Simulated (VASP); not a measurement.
# WS2 in VASP: one cell, several levels of theory

One table from this session's results is given with a row withheld; the runs are named, their logs left out.

Code: VASP 6.6.1. PAW datasets, plane waves. (Calculated; spin-unpolarised; the phase may be known or hypothetical.)

## The system as given

The cell comes from an earlier relaxation with r2SCAN+rVV10 in another program.

Space group P-3m1 (No. 164), trigonal; a = 3.229 Å, c = 5.994 Å in the conventional setting, 18.04 Å³ an atom. W has 6 S at 2.42 Å; S has 3 W at 2.42 Å.

As a file:

```cif
data_structure
_symmetry_space_group_name_H-M 'P-3m1'
_symmetry_Int_Tables_number 164
_cell_length_a 3.2288
_cell_length_b 3.2288
_cell_length_c 5.9936
_cell_angle_alpha 90.000
_cell_angle_beta 90.000
_cell_angle_gamma 120.000
_cell_volume 54.11
loop_
_atom_site_label
_atom_site_type_symbol
_atom_site_symmetry_multiplicity
_atom_site_Wyckoff_symbol
_atom_site_fract_x
_atom_site_fract_y
_atom_site_fract_z
_atom_site_occupancy
W1 W 1 a 0.00000 0.00000 0.00000 1
S1 S 2 d 0.33333 0.66667 0.25668 1
```

Set-up of the first run:

INCAR

```
ENCUT = 520.000000
SIGMA = 0.020000
EDIFF = 1.00e-07
GGA = PE
PREC = Accurate
IBRION = -1
ISIF = 2
ISMEAR = -1
NBANDS = 20
NELM = 120
NSW = 0
LASPH = .TRUE.
LCHARG = .FALSE.
LWAVE = .FALSE.
LREAL = .FALSE.
```

KPOINTS

```
KPOINTS created by Atomic Simulation Environment
0
Gamma
12 12 4
0 0 0
```

KPOINTS_OPT

```
special points
7
Reciprocal
0.0000000000 0.0000000000 0.0000000000 1
0.5000000000 0.0000000000 0.0000000000 1
0.3333333333 0.3333333333 0.0000000000 1
0.0000000000 0.0000000000 0.5000000000 1
0.5000000000 0.0000000000 0.5000000000 1
0.3333333333 0.3333333333 0.5000000000 1
0.3333333333 0.3333333333 0.2500000000 1
```

POSCAR

```
W  S
 1.0000000000000000
     3.2287643908896588    0.0000000000000000    0.0000000000000000
    -1.6143821954448294    2.7961919853450339   -0.0000000000000000
     0.0000000000000000   -0.0000000000000000    5.9936453114130721
 W   S
   1   2
Cartesian
 -0.0000000000000000  0.0000000000000000 -0.0000000000000000
  0.0000000000000001  1.8641279902300221  1.5384683658988785
  1.6143821954448292  0.9320639951150110  4.4551769455141939
```

Potentials: the recommended PBE PAW datasets, 26 valence electrons in the neutral cell.

On the command line:

```sh
$ mpirun -np 1 vasp_std
```

Among the steps run: Single point with PBE; r2SCAN at this geometry; LDA at this geometry; Single point with PBEsol.

One of the session's tables, all rows but one given; the rest of the session is left out.

```
 level  gap (eV)  largest force (eV/Å)  Ansatz: gap (eV)  Ansatz: force (eV/Å)
   PBE     -1.46                 0.280             -1.44                 0.279
r2SCAN     -1.67                 0.045             -1.64                 0.055
   LDA         ?                     ?                 ?                     ?
PBEsol     -1.40                 0.067             -1.38                 0.050
```

Estimate the missing values for LDA.

**Answer.** gap (eV): -1.36; largest force (eV/Å): 0.091; Ansatz: gap (eV): -1.35; Ansatz: force (eV/Å): 0.137. In the column «gap (eV)» it is the highest.

A negative gap is an overlap of bands.

In words: No gap over 0.02 eV opens at any of these levels. Forces up to 0.28 eV/Å (PBE) show atoms off their equilibrium places at that level; the least is 0.045 eV/Å (r2SCAN). Datasets and cutoffs are each program's own. LDA means the Perdew–Zunger form in VASP and the Perdew–Wang form in Ansatz.
